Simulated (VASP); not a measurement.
NaCl (zincblende): one PBE0 single-point calculation in two programs

```
Na Cl
1.0
     0.00000    3.08727    3.08727
     3.08727    0.00000    3.08727
     3.08727    3.08727    0.00000
Na Cl
1 1
Direct
  0.00000 0.00000 0.00000
  0.25000 0.25000 0.25000
```

Each program uses its own PAW datasets. VASP's cell holds 14 valence electrons and Ansatz's 16. Ansatz's stress includes a Pulay correction; VASP's doesn't.

Cutoffs: 520 eV in VASP, 420 eV in Ansatz. k meshes: 6×6×6 and 6×6×6.

```tsv
	VASP	Ansatz
gap between bands v and c	6.98 eV	6.99 eV
least direct gap	6.98 eV	6.99 eV
pressure	0.4 GPa	0.4 GPa
```

Band v is the last that the valence electrons fill when counted band by band, and c is the next. Levels in eV from the top of v, Ansatz:

```csv
point,v−1,v,c,c+1
Γ,0.00,0.00,6.99,13.48
X,-0.33,-0.33,9.06,11.21
W,-0.67,-0.37,9.89,11.71
K,-0.61,-0.25,9.72,11.29
L,-0.10,-0.10,9.72,11.06
```

VASP:

| point | v−1 | v | c | c+1 |
| --- | --- | --- | --- | --- |
| Γ | 0.00 | 0.00 | 6.98 | 13.52 |
| X | -0.33 | -0.33 | 9.06 | 11.22 |
| W | -0.67 | -0.37 | 9.89 | 11.72 |
| K | -0.61 | -0.25 | 9.72 | 11.30 |
| L | -0.10 | -0.10 | 9.72 | 11.05 |
